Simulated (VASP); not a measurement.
# Ru (P6_3/mmc) in VASP: further runs

The runs below take Ru through single point, with PBEsol.

Program: VASP 6.6.1. These are calculated values, not measurements. Logs are shortened: lines on timing, memory, paths and dates and some standing lists are left out, and cuts for length are marked.

**1. The undisturbed crystal**

It takes space group P6_3/mmc (No. 194, hexagonal). The conventional cell has a = 2.706 Å, b = 2.706 Å, c = 4.282 Å, α = 90.00°, β = 90.00°, γ = 120.00°. Ru (site symmetry -6m2) is surrounded by 12 Ru at 2.65 to 2.71 Å.

**2. Single point, PBEsol (grid = ENCUT=280 dk=0.35 cell=3x3x2 ISMEAR=1 SIGMA=0.1 LREAL=Auto EDIFF=1e-06)**

INCAR reads:

```
SYSTEM = Ru
PREC = Accurate
ENCUT = 280
EDIFF = 1E-6
ISMEAR = 1
SIGMA = 0.1
LREAL = Auto
LASPH = .TRUE.
NELM = 120
ALGO = Fast
ISIF = 2
LWAVE = .FALSE.
LCHARG = .FALSE.
GGA = PS
NBANDS = 280
```

KPOINTS reads:

```
regular mesh
0
G
  3 3 3
  0 0 0
```

POSCAR reads:

```
Ru
1.0
    8.1174000000      0.0000000000      0.0000000000
   -4.0587000000      7.0298746128      0.0000000000
    0.0000000000      0.0000000000      8.5638000000
Ru
35
Direct
    0.2222222222      0.1111111111      0.8750000000
    0.2222222222      0.4444444444      0.3750000000
    0.2222222222      0.4444444444      0.8750000000
    0.2222222222      0.7777777778      0.3750000000
    0.2222222222      0.7777777778      0.8750000000
    0.5555555556      0.1111111111      0.3750000000
    0.5555555556      0.1111111111      0.8750000000
    0.5555555556      0.4444444444      0.3750000000
    0.5555555556      0.4444444444      0.8750000000
    0.5555555556      0.7777777778      0.3750000000
    0.5555555556      0.7777777778      0.8750000000
    0.8888888889      0.1111111111      0.3750000000
    0.8888888889      0.1111111111      0.8750000000
    0.8888888889      0.4444444444      0.3750000000
    0.8888888889      0.4444444444      0.8750000000
    0.8888888889      0.7777777778      0.3750000000
    0.8888888889      0.7777777778      0.8750000000
    0.1111111111      0.2222222222      0.1250000000
    0.1111111111      0.2222222222      0.6250000000
    0.1111111111      0.5555555556      0.1250000000
    0.1111111111      0.5555555556      0.6250000000
    0.1111111111      0.8888888889      0.1250000000
    0.1111111111      0.8888888889      0.6250000000
    0.4444444444      0.2222222222      0.1250000000
    0.4444444444      0.2222222222      0.6250000000
    0.4444444444      0.5555555556      0.1250000000
    0.4444444444      0.5555555556      0.6250000000
    0.4444444444      0.8888888889      0.1250000000
    0.4444444444      0.8888888889      0.6250000000
    0.7777777778      0.2222222222      0.1250000000
    0.7777777778      0.2222222222      0.6250000000
    0.7777777778      0.5555555556      0.1250000000
    0.7777777778      0.5555555556      0.6250000000
    0.7777777778      0.8888888889      0.1250000000
    0.7777777778      0.8888888889      0.6250000000
```

Potentials or basis: VASP PAW PBE potentials, release 64 (Ru_pv).

On the command line:

```
cat potpaw_PBE.64/Ru_pv/POTCAR > POTCAR
mpirun -np 1 vasp_std > vasp.out
```

OUTCAR:

```text
SYSTEM = Ru
   PREC = Accurate
   ENCUT = 280
   EDIFF = 1E-6
   ISMEAR = 1
   LREAL = Auto
   LASPH = .TRUE.
   NELM = 120
   ISIF = 2
   GGA = PS

 Found      6 irreducible k-points:

 Following reciprocal coordinates:
            Coordinates               Weight
  0.000000  0.000000  0.000000      1.000000
  0.333333  0.000000  0.000000      6.000000
  0.333333  0.333333  0.000000      2.000000
  0.000000  0.000000  0.333333      2.000000
  0.333333  0.000000  0.333333     12.000000
  0.333333  0.333333  0.333333      4.000000
   k-points           NKPTS =      6   k-points in BZ     NKDIM =      6   number of bands    NBANDS=    280
   number of dos      NEDOS =    301   number of ions     NIONS =     35
   total plane-waves  NPLWV = 110592
   dimension x,y,z NGX =    48 NGY =   48 NGZ =   48
   dimension x,y,z NGXF=    96 NGYF=   96 NGZF=   96
   ions per type =              35
   NGX,Y,Z   is equivalent  to a cutoff of   9.83,  9.83,  9.32 a.u.
   NGXF,Y,Z  is equivalent  to a cutoff of  19.66, 19.66, 18.64 a.u.
 SYSTEM =  Ru
   PREC   = accura    normal or accurate (medium, high low for compatibility)
   ISTART =      0    job   : 0-new  1-cont  2-samecut
   ICHARG =      2    charge: 1-file 2-atom 10-const
   ISPIN  =      1    spin polarized calculation?
   LNONCOLLINEAR =      F non collinear calculations
   LSORBIT =      F    spin-orbit coupling
   LASPH  =      T    aspherical Exc in radial PAW
   ENCUT  =  280.0 eV  20.58 Ry    4.54 a.u.  11.08 11.08 11.68*2*pi/ulx,y,z
   NELM   =    120;   NELMIN=  2; NELMDL= -5     # of ELM steps
   EDIFF  = 0.1E-05   stopping-criterion for ELM
   LREAL  =      T    real-space projection
   EDIFFG = 0.1E-04   stopping-criterion for IOM
   NSW    =      0    number of steps for IOM
   IBRION =     -1    ionic relax: 0-MD 1-quasi-New 2-CG
   NFREE  =      0    steps in history (QN), initial steepest desc. (CG)
   ISIF   =      2    stress and relaxation
   ISYM   =      2    0-nonsym 1-usesym 2-fastsym
   POTIM  = 0.5000    time-step for ionic-motion
   TEBEG  =    0.0;   TEEND  =   0.0 temperature during run
   PSTRESS=    0.0 pullay stress
   NELECT =     490.0000    total number of electrons
   NUPDOWN=      -1.0000    fix difference up-down
   EMIN   =  10.00;   EMAX   =-10.00  energy-range for DOS
   EFERMI =   0.00;   METHOD = LEGACY
   ISMEAR =     1;   SIGMA  =   0.10  broadening in eV -4-tet -1-fermi 0-gaus
   EFERMI_NEDOS =   21; number of points for ismear=-14 and -15
   IALGO  =     68    algorithm
   IMIX   =      4    mixing-type and parameters
     AMIX     =   0.40;   BMIX     =  1.00
     AMIX_MAG =   1.60;   BMIX_MAG =  1.00
  volume/ion in A,a.u.               =      13.96        94.22
  Fermi-wavevector in a.u.,A,eV,Ry     =   1.638563  3.096435 36.530134  2.684889
  Thomas-Fermi vector in A             =   2.729515
   LORBIT       =      0    0 simple, 1 ext, 2 COOP (PROOUT), +10 PAW based schemes
   GGA     = PS    functional components
   LHFCALC =     F    Hartree Fock is set to
   AEXX    =    0.0000 exact exchange contribution
   IVDW    =     0    specifies the selected vdW correction
   LEPSILON=     F    determine dielectric tensor
   LRPA    =     F    only Hartree local field effects (RPA)
 non-spin polarized calculation
 RMM-DIIS sequential band-by-band and
 Methfessel and Paxton  Order N= 1 SIGMA  =   0.10
  energy-cutoff  :      280.00
  volume of cell :      488.69
 maximum number of plane-waves:      5211
 NGX is ok and might be reduce to    48
   NGX = 23   NGY = 23   NGZ = 23

 number of electron     490.0000281 magnetization

 Free energy of the ion-electron system (eV)
  ---------------------------------------------------
  ext. energy  EPLUGINS =         0.00000000
  ---------------------------------------------------
  free energy    TOTEN  =      -353.28691315 eV

  energy without entropy =     -353.28323134  energy(sigma->0) =     -353.28568588

 E-fermi :  12.2261     XC(G=0): -14.0727

 val. band max:       12.2230283216   @ k =   0.3333   0.3333   0.3333
 cond. band min:      12.2301582889   @ k =   0.3333   0.0000   0.0000
 fundamental gap:      0.0071299673
 Fermi energy:        12.2261260461

 k-point     1 :       0.0000    0.0000    0.0000
  band No.  band energies     occupation
      1     -31.3524      2.00000
      2     -31.1514      2.00000
      3     -31.1436      2.00000
      4     -31.1436      2.00000
      5     -31.1411      2.00000
      6     -31.1381      2.00000
[... 249 lines left out ...]
    256      12.8747     -0.00000
    257      12.8998     -0.00000

 k-point     2 :       0.3333    0.0000    0.0000
  band No.  band energies     occupation
      1     -31.3148      2.00000
      2     -31.2602      2.00000
      3     -31.2586      2.00000
      4     -31.2009      2.00000
      5     -31.2008      2.00000
      6     -31.1962      2.00000
[... 249 lines left out ...]
    256      12.9814     -0.00000
    257      12.9967     -0.00000

 k-point     3 :       0.3333    0.3333    0.0000
  band No.  band energies     occupation
      1     -31.2713      2.00000
      2     -31.2655      2.00000
      3     -31.2573      2.00000
      4     -31.2490      2.00000
      5     -31.2487      2.00000
      6     -31.2378      2.00000
[... 249 lines left out ...]
    256      13.1017     -0.00000
    257      13.1087     -0.00000

 k-point     4 :       0.0000    0.0000    0.3333
  band No.  band energies     occupation
      1     -31.2855      2.00000
      2     -31.1821      2.00000
      3     -31.1741      2.00000
      4     -31.1741      2.00000
      5     -31.1573      2.00000
      6     -31.1573      2.00000
[... 249 lines left out ...]
    256      12.7242     -0.00000
    257      12.7242     -0.00000

 k-point     5 :       0.3333    0.0000    0.3333
  band No.  band energies     occupation
      1     -31.2786      2.00000
      2     -31.2544      2.00000
      3     -31.2249      2.00000
      4     -31.2138      2.00000
      5     -31.2107      2.00000
      6     -31.1808      2.00000
[... 249 lines left out ...]
    256      12.7776     -0.00000
    257      12.8334     -0.00000

 k-point     6 :       0.3333    0.3333    0.3333
  band No.  band energies     occupation
      1     -31.2732      2.00000
      2     -31.2665      2.00000
      3     -31.2580      2.00000
      4     -31.2185      2.00000
      5     -31.2185      2.00000
      6     -31.2112      2.00000
[... 249 lines left out ...]
    256      12.8042     -0.00000
    257      12.8897     -0.00000
 [bands above 257 left out]

------------------------ aborting loop because EDIFF is reached ----------------------------------------

  FORCE on cell =-STRESS in cart. coord.  units (eV):
  Direction    XX          YY          ZZ          XY          YZ          ZX
  --------------------------------------------------------------------------------------
  -------------------------------------------------------------------------------------
  Total      -28.8083081    -28.8083081    -28.7551021      0.0000000      0.0000000      0.0000000
  in kB      -94.4489847    -94.4489847    -94.2745471      0.0000000      0.0000000      0.0000000
  external PRESSURE =     -94.3908388 kB  Pullay stress =       0.0000000 kB

 VOLUME and BASIS-vectors are now :
 -----------------------------------------------------------------------------
  energy-cutoff  :      280.00
  volume of cell :      488.69
      direct lattice vectors                 reciprocal lattice vectors
     8.117400000  0.000000000  0.000000000     0.123192155  0.071125024  0.000000000
    -4.058700000  7.029874613  0.000000000     0.000000000  0.142250048  0.000000000
     0.000000000  0.000000000  8.563800000     0.000000000  0.000000000  0.116770592

 POSITION                                       TOTAL-FORCE (eV/Angst)
 -----------------------------------------------------------------------------------
      1.35290      0.78110      7.49333        -0.000000      0.000000      0.000000
      0.00000      3.12439      3.21143        -0.155216      0.259029      0.000000
      0.00000      3.12439      7.49333        -0.018842     -0.058380      0.000000
     -1.35290      5.46768      3.21143         0.146718     -0.263936      0.000000
     -1.35290      5.46768      7.49333        -0.059979      0.012872      0.000000
      4.05870      0.78110      3.21143         0.301934      0.004906      0.000000
[... 27 lines left out ...]
      2.70580      6.24878      1.07048         0.147154      0.084959     -0.042862
      2.70580      6.24878      5.35238         0.147154      0.084959      0.042862
 -----------------------------------------------------------------------------------
    total drift:                               -0.000005     -0.000002      0.000000

  FREE ENERGIE OF THE ION-ELECTRON SYSTEM (eV)
  ---------------------------------------------------
  free  energy   TOTEN  =      -353.2869131524 eV

  energy  without entropy=     -353.2832313445  energy(sigma->0) =     -353.28568588
```

Run time: 9.1 min. Hardware: 1 thread of Intel Xeon 6975P-C (Granite Rapids), shared host; peak memory 0.45 GiB.

These settings aren't checked as converged: the numbers below hold their error.

What came out:

| Quantity | Value |
| --- | --- |
| Free energy | -353.2869 eV |
| Pressure | -9.4 GPa |
| Largest force | 0.373 eV/Å |
| Band gap on the k mesh | none (metal or under the smearing width) |

Caveat: the cutoff is under 1.25 times the usual one of these potentials, so pressure, stress and relaxed cells hold a basis-set (Pulay) error; the PAW data sets were made with another functional, which shifts forces and pressure a little.

**3. Single point, PBEsol (grid = ENCUT=340 dk=0.35 cell=3x3x2 ISMEAR=1 SIGMA=0.1 LREAL=Auto EDIFF=1e-06)**

INCAR: that of step 2 with these lines changed.

```diff
@@ -2,3 +2,3 @@
 PREC = Accurate
-ENCUT = 280
+ENCUT = 340
 EDIFF = 1E-6
```

KPOINTS is that of step 2.

POSCAR is that of step 2.

Potentials or basis: VASP PAW PBE potentials, release 64 (Ru_pv).

On the command line:

```
cat potpaw_PBE.64/Ru_pv/POTCAR > POTCAR
mpirun -np 1 vasp_std > vasp.out
```

Wall time 9.4 min (1 thread of Intel Xeon 6975P-C (Granite Rapids), shared host); peak memory 0.53 GiB.

The run converged, but some of its settings lie outside the range that counts as converged, so its numbers aren't taken as properties of the crystal.

What came out:

| Property | Result |
| --- | --- |
| Free energy | -352.8986 eV |
| Pressure | -10.5 GPa |
| Largest force | 0.374 eV/Å |
| Band gap on the k mesh | none (metal or under the smearing width) |

Caveat: the PAW data sets were made with another functional, which shifts forces and pressure a little.

(Part 1 of 2 ends here.)
